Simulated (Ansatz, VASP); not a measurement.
Given: the input of a run of Ansatz 0.2.0 on Tc.

The input input.yaml:

```yaml
crystal:
  lattice:
    - [0.0, 1.9629142836, 1.9629142836]
    - [1.9629142836, 0.0, 1.9629142836]
    - [1.9629142836, 1.9629142836, 0.0]
  atoms:
    - { symbol: Tc, position: [0.0, 0.0, 0.0] }
kpoints:
  mp_grid: { grid: [12, 12, 12] }
scf:
  occupations: { method: fermi_dirac, width: 0.05 }
hamiltonian:
  xc: pbe
  pseudopotentials: { kind: all_electron, lapw: { basis_error: 0.0005 } }
output:
  forces: true
  stress: true
  eigenvalues: true
```

Potentials or basis: all-electron LAPW, scalar-relativistic.

Launch:

```bash
$ ansatz run input.yaml --threads 1 --pin off --max-ram 2560MiB --backend cpu --events-out ev --progress --plain --runs-dir out
```

Q: Set up the same calculation for VASP 6.6.1. Potentials there: VASP PAW PBE potentials, release 64 (Tc_pv).

A: As run (the cutoff follows the program's own potentials):

The input INCAR:

```
PREC = Accurate
ENCUT = 520
EDIFF = 1E-6
ISMEAR = -1
SIGMA = 0.05
LREAL = F
LASPH = T
NELM = 100
ALGO = Normal
ISIF = 2
LWAVE = F
LCHARG = F
GGA = PE
NBANDS = 12
```

Contents of KPOINTS:

```
Automatic mesh
0
Gamma
  12 12 12
```

File POSCAR:

```
Tc
1.0
    0.0000000000      1.9629142836      1.9629142836
    1.9629142836      0.0000000000      1.9629142836
    1.9629142836      1.9629142836      0.0000000000
Tc
1
Direct
    0.0000000000      0.0000000000      0.0000000000
```

Potentials or basis: VASP PAW PBE potentials, release 64 (Tc_pv).

Launch:

```console
$ cat potpaw_PBE.64/Tc_pv/POTCAR > POTCAR
$ mpirun -np 1 vasp_std > vasp.out
```

Both were run:

|  | VASP | Ansatz | Ansatz less VASP |
| --- | --- | --- | --- |
| gap on the k mesh at the Fermi level (eV) | none | none | - |
| pressure (GPa) | -11.9 | -11.3 | +0.53 |

A gap of «none» marks a metal or a gap that the smearing closes. Ansatz ran all-electron here, so the differences hold the error of VASP's frozen core and of both bases.
